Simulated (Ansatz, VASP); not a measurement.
**Ti: VASP beside Ansatz**

```xyz
1
Lattice="-1.6050 1.6050 1.6050 1.6050 -1.6050 1.6050 1.6050 1.6050 -1.6050" Properties=species:S:1:pos:R:3 pbc="T T T"
Ti    0.0000    0.0000    0.0000
```

Alike in both runs: functional PBEsol; k mesh 13 × 13 × 13; occupations methfessel-paxton of order 1, width 0.1 eV; no spin polarisation.

Ansatz relaxed the structure, and its values are those at the end. VASP's run is a single point on that final structure, the one shown.

|  | VASP | Ansatz |
| --- | --- | --- |
| version | VASP 6.6.1 | Ansatz 0.2.0 |
| potentials or method | VASP PAW PBE potentials, release 64 (Ti_sv) | plane waves, PAW |
| plane-wave cutoff (eV) | 520 | 517 |
| valence electrons in the cell | 12 | 12 |

|  | VASP | Ansatz | Ansatz less VASP |
| --- | --- | --- | --- |
| pressure (GPa) | -0.3 | 0.0 | +0.25 |

The functional is the same, so the differences come from potentials, cutoffs and numerics.

Caveats: the PAW data sets were made with another functional, which shifts forces and pressure a little (VASP).
